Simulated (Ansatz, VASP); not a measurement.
## Two plane-wave programs on Ag

File run.py:

```python
from ase.calculators.vasp import Vasp
from ase.dft.bandgap import bandgap
from ase.spacegroup import crystal

atoms = crystal(
    ['Ag'],
    basis=[[0.0, 0.0, 0.0]],
    spacegroup=225,
    setting=1,
    cellpar=[4.0855, 4.0855, 4.0855, 90.0, 90.0, 90.0],
    primitive_cell=True,
)
calc = Vasp(
    directory='calc',
    xc='rpbe',
    pp='PBE',
    setups='recommended',
    pp_version='54',
    prec='Accurate',
    encut=520,
    ediff=1e-06,
    ismear=0,
    sigma=0.05,
    lreal=False,
    lasph=True,
    nelm=60,
    algo='Normal',
    isif=2,
    lwave=False,
    lcharg=False,
    kpts=[11, 11, 11],
    gamma=True,
    nbands=12,
)
atoms.calc = calc

print('energy (eV):', atoms.get_potential_energy())
print('free energy (eV):', atoms.get_potential_energy(force_consistent=True))
print('forces (eV/A):')
print(atoms.get_forces())
print('stress (eV/A^3, Voigt):', atoms.get_stress())
print('Fermi level (eV):', calc.get_fermi_level())
gap, top, bottom = bandgap(calc)
print('band gap (eV):', gap, 'from (spin, k, band)', top, 'to', bottom)
```

Contents of input.yaml:

```yaml
crystal:
  lattice:
    - [0.0, 2.04275, 2.04275]
    - [2.04275, 0.0, 2.04275]
    - [2.04275, 2.04275, 0.0]
  atoms:
    - { symbol: Ag, position: [0.0, 0.0, 0.0] }
hamiltonian:
  xc: rpbe
  pseudopotentials: { kind: paw }
kpoints:
  mp_grid: { grid: [11, 11, 11] }
scf:
  occupations: { method: gaussian, width: 0.05 }
output:
  forces: true
  stress: true
  eigenvalues: true
```

Alike in both runs: task single point; functional RPBE; k mesh 11 × 11 × 11; occupations gaussian, width 0.05 eV; no spin polarisation.

|  | VASP | Ansatz |
| --- | --- | --- |
| version | VASP 6.6.1 | Ansatz 0.2.0 |
| potentials or method | VASP PAW PBE potentials, release 54 (Ag) | Ansatz PAW |
| plane-wave cutoff (eV) | 520 | 420 |
| valence electrons in the cell | 11 | 19 |

```tsv
	VASP	Ansatz	Ansatz less VASP
gap on the k mesh at the Fermi level (eV)	none	none	-
pressure (GPa)	8.3	8.4	+0.15
```

A gap of «none» marks a metal or a gap that the smearing closes. The two sets of potentials don't hold the same shells in valence.

Caveats: the PAW data sets were made with another functional, which shifts forces and pressure a little (VASP); the PAW data sets come from PBE, with cores solved anew for the run's functional, which leaves a small shift of forces and pressure (Ansatz).
